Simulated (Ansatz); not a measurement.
The reference is GeO2 in the rutile structure (space group P4_2/mnm, No. 136; a = 4.488 Å, c = 2.905 Å).

Computed with PBE/PAW in Ansatz (a first-principles code), without spin-orbit coupling.

Carriers are added at fixed cell with a uniform background; the Fermi–Dirac width is that of 300 K.

One change was made to it. Results:

The Fermi level relative to the doped band's edge (positive inside the band; to 0.05 eV) amounts to +3.45 eV; the gap between the host's bands falls by 0.24 eV (1.23 eV → 0.99 eV); the gap character remains direct at Γ.

Task: Which of these changes matches the shifts?
A. electrons 2.0×10^22 cm⁻³
B. electrons 3.0×10^21 cm⁻³
C. electrons 5.0×10^21 cm⁻³
D. electrons 7.0×10^21 cm⁻³
E. holes 5.0×10^21 cm⁻³

Result: A, electrons 2.0×10^22 cm⁻³. For comparison, the Fermi level from band edge in the other runs: electrons 3.0×10^21 cm⁻³ gives +1.90 eV; electrons 5.0×10^21 cm⁻³ gives +2.30 eV; holes 5.0×10^21 cm⁻³ gives +0.50 eV; electrons 7.0×10^21 cm⁻³ gives +2.65 eV.

Charged cell with a jellium background: band edges are those of the host's band count, energies are not comparable with the neutral cell, and many-body gap narrowing is missing. Gaps are read on the SCF mesh and a high-symmetry path. No phonon test of stability was made.
